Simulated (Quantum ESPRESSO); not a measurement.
As under changes of volume

One of the cells (21.530 Å³/atom); the others are scaled copies at fixed shape and fractional positions:

```
CELL_PARAMETERS angstrom
1.88080 1.08588 3.51406
-1.88080 1.08588 3.51406
0.00000 -2.17176 3.51406
ATOMIC_POSITIONS crystal
As 0.22600 0.22600 0.22600
As 0.77400 0.77400 0.77400
```

- Program: Quantum ESPRESSO 7.5
- Functional: r2SCAN
- Potentials or basis: SG15 PBE 1.2
- Cutoff: 952 eV
- Density cutoff: 3810 eV
- k mesh: 7 × 7 × 7
- Occupations: fermi-dirac, width 0.05 eV
- Spin: no spin polarisation

```tsv
volume (Å³/atom)	energy over the lowest point (meV/atom)	pressure (GPa)
20.239	?	?
20.669	39.70	7.4
21.100	22.51	5.4
21.530	10.49	3.6
21.961	3.14	1.9
22.392	0.00	0.4
22.822	0.68	-0.9
```

**Question.** What does the run at 20.239 Å³/atom give?

**Answer.** Energy over the lowest point 62.60 meV/atom; pressure 9.7 GPa.

Worked out: A Birch-Murnaghan fit of order 3 (a polynomial in V^(-2/3)) to the other rows has its minimum at 22.52 Å³/atom with B0 = V·E''(V) = 72 GPa and B' = 4.2 at fixed shape and positions, which overstates the stiffness. It gives 62.57 meV/atom at 20.239 Å³/atom, against the run's 62.60, and -dE/dV = 9.7 GPa, against 9.7.

Energies are extrapolated to zero smearing.

Caveats: the potentials were made for another functional, which shifts forces and pressure.
